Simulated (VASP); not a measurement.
Given:

```
Sb2Te3
1.0
    4.27969     0.00000     0.00000
   -2.13984     3.70632     0.00000
    0.00000     0.00000    32.71556
Sb Te
4 6
Direct
  0.33333   0.66667   0.28865
  0.00000   0.00000   0.40812
  0.00000   0.00000   0.59188
  0.66667   0.33333   0.71135
  0.00000   0.00000   0.23892
  0.66667   0.33333   0.34839
  0.66667   0.33333   0.54215
  0.33333   0.66667   0.45785
  0.33333   0.66667   0.65162
  0.00000   0.00000   0.76108
```

The numbers are results of PBE GGA with D3 dispersion (Becke-Johnson damping), VASP's PBE PAW potentials (set 64) (plane waves; VASP), not measurements. Settings: PREC = Normal, EDIFF = 1E-5, 400 eV cut-off, 12×12×1 Γ-centred mesh, Gaussian smearing of 0.050 eV, potentials Sb Te.

The ions and cell shape at fixed volume are relaxed. Give the cell that the relaxation ends in.

```
Sb2Te3
1.0
    4.25734     0.00000     0.00000
   -2.12867     3.68696     0.00000
    0.00000     0.00000    33.05993
Sb Te
4 6
Cartesian
  0.00000   2.45798   9.55216
 -2.12867   3.68696  13.48979
  0.00000   0.00000  19.57014
  2.12867   1.22899  23.50777
 -2.12867   3.68696   7.84222
  2.12867   1.22899  11.52015
  2.12867   1.22899  17.84657
  0.00000   2.45798  15.21336
  0.00000   2.45798  21.53978
  4.25734   0.00000  25.21771
```

How much energy does the relaxation gain?

The energy (σ→0) changes by -9.1 meV/atom, in 10 ionic steps.

```tsv
step	E(σ→0) (eV)	max force (eV/Å)	pressure (GPa)	volume (Å³)
1	-40.5966	0.582	0.65	518.93
2	-40.6696	0.238	0.34	518.93
3	-40.6792	0.086	0.18	518.93
4	-40.6793	0.096	0.17	518.93
5	-40.6819	0.079	0.15	518.93
6	-40.6842	0.038	0.12	518.93
7	-40.6851	0.034	0.10	518.93
8	-40.6865	0.050	0.05	518.93
9	-40.6866	0.055	0.03	518.93
10	-40.6872	0.019	0.00	518.93
```

The cell is a sheet with vacuum, built from Sb2Te3 (tetradymite).
